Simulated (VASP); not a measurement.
# Ag (Fm-3m) in VASP: further runs, part 2 of 2

VASP 6.6.1. The steps go on from the part before.

**4. Relaxation of the atoms, r2SCAN (cell strained at random at fixed volume)**

File INCAR:

```
SYSTEM = Ag
  ALGO = Normal
  EDIFF = 1E-6
  EDIFFG = -0.02
  ENCUT = 520
  IBRION = 2
  ISIF = 2
  ISMEAR = 1
  LASPH = .True.
  LCHARG = .False.
  LMIXTAU = .True.
  LREAL = .False.
  LWAVE = .False.
  METAGGA = R2SCAN
  NELM = 80
  NSW = 40
  PREC = Accurate
  SIGMA = 0.1
```

File KPOINTS:

```
k-points
0
Gamma
  8 8 8
  0 0 0
```

File POSCAR:

```
Ag
1.0
   -0.0315230000      2.0395970000      2.0710450000
    2.0167210000     -0.0008730000      2.0403950000
    2.0269530000      2.0191790000     -0.0111040000
Ag
1
Direct
    0.0152330000      0.0517750000     -0.0485510000
```

Potentials or basis: VASP PAW PBE potentials, release 64 (Ag).

Started as:

```
cat potpaw_PBE.64/Ag/POTCAR > POTCAR
mpirun -np 1 vasp_std > vasp.out
```

OUTCAR:

```text
SYSTEM = Ag
   EDIFF = 1E-6
   EDIFFG = -0.02
   ENCUT = 520
   IBRION = 2
   ISIF = 2
   ISMEAR = 1
   LASPH = .True.
   LREAL = .False.
   METAGGA = R2SCAN
   NELM = 80
   NSW = 40
   PREC = Accurate

 ion  position               nearest neighbor table
   1  0.015  0.052  0.951-

  LATTYP: Found a triclinic cell.
 ALAT       =     2.8913250815
 B/A-ratio  =     1.4041146426
 C/A-ratio  =     0.9922312877
 COS(alpha) =     0.0005667203
 COS(beta)  =     0.4906654756
[... 479 lines left out ...]

 [... further k-points ...]

------------------------ aborting loop because EDIFF is reached ----------------------------------------

  FORCE on cell =-STRESS in cart. coord.  units (eV):
  Direction    XX          YY          ZZ          XY          YZ          ZX
  --------------------------------------------------------------------------------------
  -------------------------------------------------------------------------------------
  Total        0.2144973      0.2706776      0.2249061     -0.0127841     -0.0594583      0.1021515
  in kB       20.1584312     25.4382461     21.1366419     -1.2014492     -5.5878843      9.6001875
  external PRESSURE =      22.2444397 kB  Pullay stress =       0.0000000 kB

 VOLUME and BASIS-vectors are now :
 -----------------------------------------------------------------------------
  energy-cutoff  :      520.00
  volume of cell :       17.05
      direct lattice vectors                 reciprocal lattice vectors
    -0.031523000  2.039597000  2.071045000    -0.241664197  0.243908753  0.238964609
     2.016721000 -0.000873000  2.040395000     0.246623416 -0.246218830  0.246233905
     2.026953000  2.019179000 -0.011104000     0.244214541  0.248769173 -0.241274566

 POSITION                                       TOTAL-FORCE (eV/Angst)
 -----------------------------------------------------------------------------------
      2.03248      1.95217      0.12662        -0.000000      0.000000     -0.000000
 -----------------------------------------------------------------------------------
    total drift:                               -0.000012     -0.000003      0.000007

  FREE ENERGIE OF THE ION-ELECTRON SYSTEM (eV)
  ---------------------------------------------------
  free  energy   TOTEN  =       -21.3244159278 eV

  energy  without entropy=      -21.3239576069  energy(sigma->0) =      -21.32426315

 reached required accuracy - stopping structural energy minimisation
```

OSZICAR:

```text
N       E                     dE             d eps       ncg     rms          rms(c)
DAV:   1     0.251571228288E+02    0.25157E+02   -0.58882E+03  4712   0.114E+03
DAV:   2    -0.243804590147E+02   -0.49538E+02   -0.47495E+02  4800   0.216E+02
DAV:   3    -0.247763485956E+02   -0.39589E+00   -0.39571E+00  5271   0.241E+01
DAV:   4    -0.247776790789E+02   -0.13305E-02   -0.13304E-02  5371   0.126E+00
DAV:   5    -0.247776935066E+02   -0.14428E-04   -0.14427E-04  5193   0.115E-01    0.611E+00
DAV:   6    -0.211666688261E+02    0.36110E+01   -0.77633E+00  4704   0.321E+01    0.508E+00
DAV:   7    -0.213179170620E+02   -0.15125E+00   -0.50720E-01  4701   0.721E+00    0.251E+00
DAV:   8    -0.213095163635E+02    0.84007E-02   -0.30770E-02  4723   0.168E+00    0.162E-01
DAV:   9    -0.213210723427E+02   -0.11556E-01   -0.28627E-02  4800   0.139E+00    0.167E-01
DAV:  10    -0.213222514924E+02   -0.11791E-02   -0.21895E-03  4800   0.557E-01    0.649E-02
DAV:  11    -0.213244604847E+02   -0.22090E-02   -0.44939E-03  4805   0.576E-01    0.659E-02
DAV:  12    -0.213242900762E+02    0.17041E-03   -0.13678E-04  5180   0.140E-01    0.449E-02
DAV:  13    -0.213243762978E+02   -0.86222E-04   -0.10102E-04  4847   0.110E-01    0.240E-02
DAV:  14    -0.213244162736E+02   -0.39976E-04   -0.93505E-05  4867   0.839E-02    0.591E-03
DAV:  15    -0.213244159278E+02    0.34587E-06   -0.53218E-06  4786   0.258E-02
   1 F= -.21324416E+02 E0= -.21324263E+02  d E =-.213244E+02
```

CONTCAR:

```text
Ag
   1.00000000000000
    -0.0315230000000000    2.0395970000000001    2.0710449999999998
     2.0167210000000000   -0.0008730000000000    2.0403950000000002
     2.0269529999999998    2.0191789999999998   -0.0111040000000000
  Ag
     1
Direct
     0.0152330000000021    0.0517749999999992    0.9514489999999967

  0.00000000E+00  0.00000000E+00  0.00000000E+00
```

Run time: 85 s. Hardware: 1 thread of Intel Xeon Platinum 8559C (Emerald Rapids), shared host; peak memory 0.18 GiB.

What came out:

| Property | Result |
| --- | --- |
| Free energy | -21.3244 eV |
| Pressure after relaxing | 2.2 GPa |
| Band gap on the k mesh | none (metal or under the smearing width) |

Final structure:
```yaml
crystal:
  lattice:
    - [-0.03152, 2.03960, 2.07104]
    - [2.01672, -0.00087, 2.04040]
    - [2.02695, 2.01918, -0.01110]
  atoms:
    - { symbol: Ag, position: [0.01523, 0.05178, 0.95145] }
```

Caveat: the relaxation stopped at its first step, so nothing moved; the PAW data sets were made with another functional, which shifts forces and pressure a little.

**5. For comparison**

An earlier run on the cell as given: functional PBEsol; potentials or basis VASP PAW PBE potentials, release 64 (Ag); cutoff 520 eV; k mesh 11 × 11 × 11; occupations fermi-dirac, width 0.05 eV; no spin polarisation.

* Pressure: -3.1 GPa
* Band gap on the k mesh: none (metal or under the smearing width)

**6. The runs side by side**

| task | level | cell | k mesh | cutoff (eV) | smearing | ladder | gap on the mesh (eV) | pressure (GPa) | relaxed volume (Å³/atom) |
| --- | --- | --- | --- | --- | --- | --- | --- | --- | --- |
| relaxation of cell and atoms | LAK | relaxed | 11 × 11 × 11 | 600 | methfessel-paxton 0.1 eV | - | none | 0.0 | 19.35 |
| relaxation of cell and atoms | r2SCAN+D4 | relaxed | 11 × 11 × 11 | 600 | methfessel-paxton 0.1 eV | - | none | 0.0 | 16.98 |
| relaxation of the atoms | r2SCAN | atoms relaxed from: cell strained at random at fixed volume | 8 × 8 × 8 | 520 | methfessel-paxton 0.1 eV | - | none | 2.2 | - |
| single point | PBEsol | as given | 11 × 11 × 11 | 520 | fermi-dirac 0.05 eV | free | none | -3.1 | - |

Alike in all rows: potentials or basis VASP PAW PBE potentials, release 64 (Ag); no spin polarisation.

Caveats: the PAW data sets were made with another functional, which shifts forces and pressure a little; the volume moved by +13 % from the deposited cell, more than functionals usually miss (some runs); pairwise dispersion overbinds metals, which lowers pressure and volume (some runs); the relaxation stopped at its first step, so nothing moved (some runs).

Absolute energies hang on the potentials; compare differences alone.
